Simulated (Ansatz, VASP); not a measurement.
## Cross-check of LiCl between VASP and Ansatz

Wanted: the spread between two codes on one cell, functional and k mesh.

Program: Ansatz 0.2.0. Level of theory: plane waves, with VASP 6.6.1 beside it; single point at PBEsol. Results are calculated unless marked as measured.

### 1. Set-up

Symmetry: Fm-3m, No. 225, cubic system. Conventional cell: a = 5.143 Å, b = 5.143 Å, c = 5.143 Å, α = 90.00°, β = 90.00°, γ = 90.00°. Nearest to Cl lie 6 Li at 2.57 Å. Li has 6 Cl at 2.57 Å nearest. Farther neighbours and most contacts between anions are not listed.

Structure file:

```xyz
2
Lattice="0.0000 2.5715 2.5715 2.5715 0.0000 2.5715 2.5715 2.5715 0.0000" Properties=species:S:1:pos:R:3 pbc="T T T"
Cl    2.5715    2.5715    2.5715
Li    0.0000    0.0000    0.0000
```

### 2. VASP: single point, PBEsol

A single point gives forces, pressure and levels at one fixed geometry, so differences don't come from the geometry; what else differs is listed under the comparison.

Lines of VASP's logs that name or quote its potential files are left out, and so is its time.

INCAR

```
SYSTEM = LiCl
PREC = Accurate
ENCUT = 650
EDIFF = 1E-05
NELM = 100
ISMEAR = 0
SIGMA = 0.05
LREAL = .FALSE.
ALGO = Normal
GGA = PS
NBANDS = 11
LORBIT = 11
LWAVE = .FALSE.
LCHARG = .FALSE.
KPAR = 4
```

POSCAR

```
LiCl
1.0
    0.0000000000      2.5715000000      2.5715000000
    2.5715000000      0.0000000000      2.5715000000
    2.5715000000      2.5715000000      0.0000000000
Cl Li
1 1
Direct
    0.5000000000      0.5000000000      0.5000000000
    0.0000000000      0.0000000000      0.0000000000
```

KPOINTS

```
Automatic mesh
0
Gamma
8 8 8
0 0 0
```

The projector-augmented-wave data sets are Cl and Li_sv (PBE family, release 64).

On the command line:

```console
$ mpirun -np 4 vasp_std
```

Numbers of over 12 decimals in the logs are rounded to 6 here.

Log:

```text
[banner, memory and clock lines left out]
running    4 mpi-ranks, on    1 nodes
 distrk:  each k-point on    1 cores,    4 groups
 distr:  one band on    1 cores,    1 groups

 POSCAR found type information on POSCAR ClLi
 POSCAR found :  2 types and       2 ions
|                                                                             |
|               ----> ADVICE to this user running VASP <----                  |
|                                                                             |
|     You enforced a specific xc type in the INCAR file but a different       |
|     [... a line on the potential file left out ...]
|     I HOPE YOU KNOW WHAT YOU ARE DOING!                                     |
|                                                                             |

 LDA part: xc-table for (Slater+PW92), standard interpolation
 POSCAR, INCAR and KPOINTS ok, starting setup
 FFT: planning ... GRIDC
 FFT: planning ... GRID_SOFT
 FFT: planning ... GRID
 WAVECAR not read
 entering main loop
       N       E                     dE             d eps       ncg     rms          rms(c)
DAV:   1     0.449429395141E+02    0.44943E+02   -0.45668E+03   638   0.972E+02
DAV:   2    -0.474004232726E+01   -0.49683E+02   -0.47631E+02   797   0.162E+02
DAV:   3    -0.759801250892E+01   -0.28580E+01   -0.28492E+01   826   0.408E+01
DAV:   4    -0.768671757417E+01   -0.88705E-01   -0.88647E-01   941   0.692E+00
DAV:   5    -0.768752617504E+01   -0.80860E-03   -0.80858E-03   833   0.665E-01    0.228E+00
DAV:   6    -0.763194197917E+01    0.55584E-01   -0.11509E-01   826   0.169E+00    0.154E+00
DAV:   7    -0.763001862494E+01    0.19234E-02   -0.35700E-02  1000   0.108E+00    0.748E-01
DAV:   8    -0.763193640831E+01   -0.19178E-02   -0.38271E-03   766   0.473E-01    0.107E-01
DAV:   9    -0.763192612475E+01    0.10284E-04   -0.15906E-04   848   0.988E-02    0.377E-02
DAV:  10    -0.763195537798E+01   -0.29253E-04   -0.51405E-05   741   0.546E-02    0.283E-02
DAV:  11    -0.763195619835E+01   -0.82037E-06   -0.57759E-06   445   0.168E-02
   1 F= -.76319562E+01 E0= -.76319562E+01  d E =-.120854E-19
```

Parts of OUTCAR (step 2):

```text
ion  position               nearest neighbor table
   1  0.500  0.500  0.500-   2 2.57   2 2.57   2 2.57   2 2.57   2 2.57   2 2.57
   2  0.000  0.000  0.000-   1 2.57   1 2.57   1 2.57   1 2.57   1 2.57   1 2.57

  LATTYP: Found a face centered cubic cell.
 ALAT       =     5.1430000000

 Subroutine GETGRP returns: Found 48 space group operations
 (whereof 48 operations were pure point group operations)

The static configuration has the point symmetry O_h .

 Found     29 irreducible k-points:

   k-points           NKPTS =     29   k-points in BZ     NKDIM =     29   number of bands    NBANDS=     11

   dimension x,y,z NGX =    30 NGY =   30 NGZ =   30
   dimension x,y,z NGXF=    60 NGYF=   60 NGZF=   60

   ENCUT  =  650.0 eV  47.77 Ry    6.91 a.u.   7.56  7.56  7.56*2*pi/ulx,y,z

   NELECT =      10.0000    total number of electrons

 k-points in reciprocal lattice and weights: Automatic mesh
   0.00000000  0.00000000  0.00000000       0.002
   0.12500000  0.00000000  0.00000000       0.016
   0.25000000  0.00000000  0.00000000       0.016
   0.37500000  0.00000000  0.00000000       0.016
   0.50000000  0.00000000  0.00000000       0.008
   0.12500000  0.12500000  0.00000000       0.012
   0.25000000  0.12500000  0.00000000       0.047
   0.37500000  0.12500000  0.00000000       0.047
   0.50000000  0.12500000  0.00000000       0.047
[...]
-0.37500000  0.50000000  0.12500000       0.023
  -0.25000000  0.50000000  0.25000000       0.012

 average (electrostatic) potential at core
       1 -92.8193       2 -61.6838

 E-fermi :   0.7811

 k-point     1 :       0.0000    0.0000    0.0000
  band No.  band energies     occupation
      1     -42.3469      2.00000
      2     -12.8897      2.00000
      3       0.4753      2.00000
      4       0.4753      2.00000
      5       0.4753      2.00000
      6       6.5659      0.00000
      7      12.2802      0.00000
      8      12.2802      0.00000
      9      12.2802      0.00000
     10      14.8461      0.00000
    ...

 k-point     2 :       0.1250    0.0000    0.0000
  band No.  band energies     occupation
      1     -42.3467      2.00000
      2     -12.8142      2.00000
      3      -0.0608      2.00000
      4       0.4338      2.00000
      5       0.4338      2.00000
      6       7.0350      0.00000
      7      11.4674      0.00000
      8      12.1844      0.00000
      9      12.1844      0.00000
     10      13.4650      0.00000
    ...

 k-point     3 :       0.2500    0.0000    0.0000
  band No.  band energies     occupation
      1     -42.3457      2.00000
      2     -12.6213      2.00000
      3      -1.1259      2.00000
      4       0.3390      2.00000
      5       0.3390      2.00000
      6       7.4789      0.00000
      7      11.0552      0.00000
      8      11.0552      0.00000
      9      11.2649      0.00000
     10      14.3127      0.00000
    ...

  Total       -0.3282645     -0.3282645     -0.3282645     -0.0000000      0.0000000      0.0000000
  in kB      -15.4648207    -15.4648207    -15.4648207     -0.0000000      0.0000000      0.0000000
  external PRESSURE =     -15.4648207 kB  Pullay stress =       0.0000000 kB

  energy-cutoff  :      650.00
  volume of cell :       34.01
      direct lattice vectors                 reciprocal lattice vectors
     0.000000000  2.571500000  2.571500000    -0.194439043  0.194439043  0.194439043
     2.571500000  0.000000000  2.571500000     0.194439043 -0.194439043  0.194439043
     2.571500000  2.571500000  0.000000000     0.194439043  0.194439043 -0.194439043

 POSITION                                       TOTAL-FORCE (eV/Angst)
 -----------------------------------------------------------------------------------
      2.57150      2.57150      2.57150         0.000000      0.000000      0.000000
      0.00000      0.00000      0.00000        -0.000000     -0.000000      0.000000
 -----------------------------------------------------------------------------------
    total drift:                               -0.000000     -0.000000      0.000000

  FREE ENERGIE OF THE ION-ELECTRON SYSTEM (eV)
  ---------------------------------------------------
  free  energy   TOTEN  =        -7.6319561983 eV

  energy  without entropy=       -7.6319561983  energy(sigma->0) =       -7.63195620

 total charge
# of ion       s       p       d       tot
------------------------------------------
    1        1.579   3.557   0.000   5.136
    2        2.006   0.036   0.000   2.043
--------------------------------------------------
tot          3.585   3.593   0.000   7.178

[... 3 further parts left out ...]
```

The run ends at a pressure of -1.55 GPa.

### 3. Ansatz: single point, PBEsol

Ansatz runs on its default PAW (the set named soft_2) files.

The same cell, functional, mesh and smearing now go to Ansatz, which takes its cutoff from its data sets.

input.yaml

```yaml
crystal:
  lattice:
    - [0.0, 2.5715, 2.5715]
    - [2.5715, 0.0, 2.5715]
    - [2.5715, 2.5715, 0.0]
  atoms:
    - { symbol: Cl, position: [0.5, 0.5, 0.5] }
    - { symbol: Li, position: [0.0, 0.0, 0.0] }
hamiltonian:
  xc: pbesol
  pseudopotentials: { kind: paw }
kpoints:
  mp_grid: { grid: [8, 8, 8] }
scf:
  occupations: { method: gaussian, width: 0.05 }
  n_extra_bands: 4
output:
  forces: true
  stress: true
  eigenvalues: true
```

On the command line:

```console
$ ansatz run input.yaml --threads 2 --pin off --max-ram 4608MiB --backend cpu --events-out ev --progress --plain --runs-dir out
```

Log:

```text
scf.n_extra_bands = 4 over 5 filled bands (N_el = 10.0): the run solves 9 bands
Engine: ansatz 0.2.0, aarch64-unknown-linux-gnu
Pseudopotentials: kind: paw
Pseudopotential: Cl, paw, valence charge 7, recommended cutoff 420 eV (normal), Cl.paw.azcp
Pseudopotential: Li, paw, valence charge 3, recommended cutoff 420 eV (normal), Li.paw.azcp
Functional definition: PBEsol
  exchange = pbesol_x
  correlation = pbesol_c
Crystal: 2 atoms, lattice volume = 34.009 Å³
Basis set: ecut = 420 eV, 645 PW (Γ), exchange–correlation on 50×50×50 points (8 copies of the dense FFT grid, shifted against one another)
Bands: 9, of which v1, the nominal top of the filled ones, is band 5 counted from 1 (4 counted from 0)
Symmetry: 48 space group operations
Space group: Fm-3m (ITA 225), of the structure as read, at distance tolerance 3.2e-5 Å
k-points: 29 of 512
Non-local potential: Cl, projectors of the file, l = 0: 2, l = 1: 2, l = 2: 2
Non-local potential: Li, projectors of the file, l = 0: 3, l = 1: 2, l = 2: 1
PAW form: soft (Blöchl's): semilocal exchange-correlation on the pseudo side does not see the compensation charge
PAW frozen core: Cl, regenerated for the run's functional, and the local potential with it (the file was generated under x = pbe(κ = 0.804, μ = 0.219515), c = pbe(β = 0.066725))
PAW one-centre angular grid: Cl, 110 points (default); XC on 64 Gauss nodes
PAW one-centre angular grid: Li, 110 points (default); XC on 64 Gauss nodes
Initial density: superposition of atomic densities (neutral atoms: chi_scale 0, normalization atom), corrected by the library's trained network
Initial wavefunctions: pseudopotential atomic-orbital guess
Functional: x = pbesol(κ = 0.804, μ = 0.123457), c = pbesol(β = 0.046)
SCF iter   1: F=—  HF=-1267.476705 eV  |F-HF|=—  |Δ(HF+E_count)|=         —  Δρ=3.86e-3  dr2=6.86e-3  ethr=1.77e-3  ⟨swp⟩=6.7  Hψ=1831  notcnv=0
preconditioner: auto → none  [insulator: Δε(μ)=6.042 eV  Ē_g=13.913 eV  σ=0.050 eV  W_gap=1.00  n_scr=8 (ndim 8)  ℏωp=18.0 eV  f_vac=0.000  D(μ)=0.00/eV (n_scr^D=0)  ε∞_Penn≈2.7]
SCF iter   2: F=—  HF=-1267.474132 eV  |F-HF|=—  |Δ(HF+E_count)|=   2.57e-3  Δρ=1.15e-3  dr2=2.30e-4  ethr=6.86e-5  ⟨swp⟩=2.6  Hψ=633  notcnv=0
SCF iter   3: F=—  HF=-1267.474063 eV  |F-HF|=—  |Δ(HF+E_count)|=   6.83e-5  Δρ=4.16e-4  dr2=3.53e-5  ethr=2.30e-6  ⟨swp⟩=2.0  Hψ=290  notcnv=0
SCF iter   4: F=—  HF=-1267.474047 eV  |F-HF|=—  |Δ(HF+E_count)|=   1.58e-5  Δρ=3.97e-5  dr2=3.21e-7  ethr=3.53e-7  ⟨swp⟩=2.2  Hψ=312  notcnv=0
iter 5 did not close the SCF: its close was put off for the readings that it lacked (scf_convergence_deferred on its scf_iter line)
SCF iter   5: F=-1267.474048 eV  HF=-1267.474048 eV  |F-HF|=1.87e-9  |Δ(HF+E_count)|=   2.46e-7  Δρ=2.38e-6  dr2=8.20e-10  ethr=3.21e-9  ⟨swp⟩=2.8  Hψ=420  notcnv=0
SCF iter   6: F=-1267.474048 eV  HF=-1267.474048 eV  |F-HF|=2.39e-11  |Δ(HF+E_count)|=   1.62e-9  Δρ=2.15e-7  dr2=8.85e-12  ethr=8.20e-12  ⟨swp⟩=1.2  Hψ=752  notcnv=0
SCF 1 converged in 6 iterations: F = -1267.474048 eV  dr2 = 8.85e-12
  greatest PAW one-centre occupation: 0.999 electrons in one spin orbital (limit 2), on the Li atom at site 1 (counted from 0), in its partial waves of l = 0
SCF converged after 6 iterations
Free energy (F): -1267.474048 eV
Harris-Foulkes:  -1267.474048 eV  (|F-HF|=2.39e-11)
Internal energy: -1267.474048 eV  (E = F + TS)
E sigma→0 (E₀):  -1267.474048 eV
Fermi energy:    4.628113 eV
--- Per-component energies (eV) ---
  E_band       = -103.129910
  E_kinetic    = 182.949463
  E_local      = -325.837084  (includes V_loc(G=0)·N_el)
  E_nonlocal   = -4.234316
  E_hartree    = 94.438534
  E_xc         = -117.023543
  E_vxc        = -135.737183  (∫ρ·V_xc dr)
  E_paw        = -661.501387  (= ΣΔE_a)
  E_vpaw       = -9.147962  (= ΣTr[D̂ρ^β])
  E_aug_tail   = 0.000084  (compensation charges beyond the density's cutoff)
  E_ewald      = -436.344230
  E_core_change = 0.078432  (= ΣΔE_core)
  E_smearing   = -0.000000  (= −TS)
  E_closure    = -0.000000  (closes the sum)
  Σ components = -1267.474048   (vs F -1267.474048, Δ=0.00e0)
--- Forces (eV/Å), atoms counted from 1 ---
  atom   1  Cl     0.00000000    -0.00000000     0.00000000
  atom   2  Li    -0.00000000     0.00000000    -0.00000000
  max |Σ_I F_I| component: 2.42e-30 eV/Å
--- Stress (GPa, compression-positive) ---
       -1.467836       0.000000       0.000000
        0.000000      -1.467836       0.000000
        0.000000       0.000000      -1.467836
  P = ⅓ Tr σ = -1.4678 GPa (-14.678 kbar)
--- Band table (eV; the first three rows and the last of 29) ---
  k-point 0: bands = ["-41.2626", "-11.7784", "1.5863", "1.5863", "1.5863", "7.6694", "13.2312", "13.2312", "13.2312"]
  k-point 1: bands = ["-41.2622", "-11.7029", "1.0502", "1.5449", "1.5449", "8.1399", "12.4747", "13.1636", "13.1636"]
  k-point 2: bands = ["-41.2611", "-11.5104", "-0.0146", "1.4503", "1.4503", "8.5792", "12.0765", "12.0765", "12.3148"]
  k-point 28: bands = ["-41.2588", "-10.9726", "-0.5542", "-0.5542", "0.5166", "10.9421", "11.5455", "11.7769", "11.7769"]
```

The job ended after 0.58 s (2 threads of Arm Neoverse V2, shared host; peak memory 0.26 GiB; 0.77 s of CPU time).

The run ends at a pressure of -1.47 GPa.

### 4. Comparison

Known differences besides the potentials themselves: the cutoff is 420 eV in Ansatz and 650 eV in VASP; Ansatz makes its cores anew for this functional, VASP keeps those of its PBE data sets; VASP leaves aspherical gradient terms in its spheres out (LASPH is not set), Ansatz keeps them. Total energies have different zeros and are not compared.

Both answers:

```
              quantity  Ansatz   VASP  difference
        pressure (GPa)   -1.47  -1.55       +0.08
gap on the k mesh (eV)   6.083  6.091      -0.008
```

A gap on the mesh is an upper bound, since the band edges may lie between its points.

### 5. Other set-ups

Further runs change the set-up of one program: Ansatz's method, potentials or start, or VASP's data sets, cutoff or form of LDA. The table gives Ansatz less VASP for each quantity, since a change that brings one quantity closer may part another.

```
                              run  pressure (GPa)  gap on the k mesh (eV)
                         as above           0.079                 -0.0075
Ansatz's all-electron LAPW method           0.061                 -0.0098
```

### 6. Results

* difference in gap on the k mesh (single point, PBEsol): -0.0075 eV

In words: The difference in gap on the k mesh is -0.0075 eV (single point, PBEsol), within the 0.08 eV picked in this series as the mark of a large difference. Single point, PBEsol, Ansatz's all-electron LAPW method: the difference in gap on the k mesh goes from -0.0075 to -0.0098 eV. Such differences can come from data sets, numerical settings and the points named under the comparisons, not from the functional's error against experiment.

[Lines on the potential files, build, host, timing and source positions are cut from VASP's logs without a mark.]

[Logs are printed without paths, hosts, clocks, repeated set-up lines and the standing remarks that a program may print on its own settings, such as how far it seeks lower states.]

[Hosts, paths, dates, database ids (printed as entryN), source tags and the programs' standing remarks are cut or masked in the printed files.]
